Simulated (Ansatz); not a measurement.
# Exact exchange in ZrO$_{2}$: computed gaps and pressures at one geometry

```cif
data_structure
_symmetry_space_group_name_H-M 'P 1'
_symmetry_Int_Tables_number 1
_cell_length_a 3.5850
_cell_length_b 3.5850
_cell_length_c 3.5850
_cell_angle_alpha 60.000
_cell_angle_beta 60.000
_cell_angle_gamma 60.000
_cell_volume 32.58
loop_
_atom_site_label
_atom_site_type_symbol
_atom_site_fract_x
_atom_site_fract_y
_atom_site_fract_z
_atom_site_occupancy
Zr1 Zr 0.00000 0.00000 0.00000 1
O1 O 0.25000 0.25000 0.25000 1
O2 O 0.75000 0.75000 0.75000 1
```

All runs: Ansatz, plane waves and PAW, scalar-relativistic (no spin–orbit coupling), 4×4×4 k-mesh, Gaussian smearing of 0.05 eV, no spin polarisation. Semilocal reference PBE: gap 3.39 eV, pressure 6.8 GPa. The hybrids carry no U.

Problem. How do gap and pressure depend on the exact exchange?

Solution. 
| functional | gap | pressure (GPa) | cutoff (eV) | core-seconds |
| --- | --- | --- | --- | --- |
| HSE06-type hybrid with a screening parameter of 0.4 Å⁻¹ | 4.54 eV | 0.7 | 420 | 9.9 |
| PBE0-type hybrid with an exact-exchange fraction taken as 1/ε∞ | 5.02 eV | 2.1 | 420 | 21 |
| B3LYP | 5.34 eV | 7.3 | 420 | 9.5 |
| HSE06-type hybrid with an exact-exchange fraction of 0.35 | 5.71 eV | -2.6 | 420 | 10 |
| PBE0 | 5.77 eV | 0.1 | 420 | 9.5 |
| HSE06-type hybrid with an exact-exchange fraction of 0.5 | 6.79 eV | -6.2 | 420 | 12 |
| PBE0-type hybrid with an exact-exchange fraction of 0.4 | 7.28 eV | -3.6 | 420 | 10 |
| CAM-B3LYP | 8.22 eV | 2.4 | 420 | 12 |

In the PBE0 form the gap grows almost linearly with the exact-exchange fraction, by 0.97 eV for each tenth. The dielectric-dependent PBE0 form takes the fraction 0.173 = 1/ε∞, that is ε∞ = 5.8. On shared hosts the hybrid runs at the reference's cutoff took roughly 14 to 30 times the core time of the semilocal one on the same mesh, with some more bands.

Caveats: core times come from shared hosts and scatter; functionals with much or all of the long-range exchange (Hartree–Fock, LC-wPBE, CAM-B3LYP) overshoot the gaps of most solids, bar the widest; gaps are read on a coarse mesh; stress loosely converged.
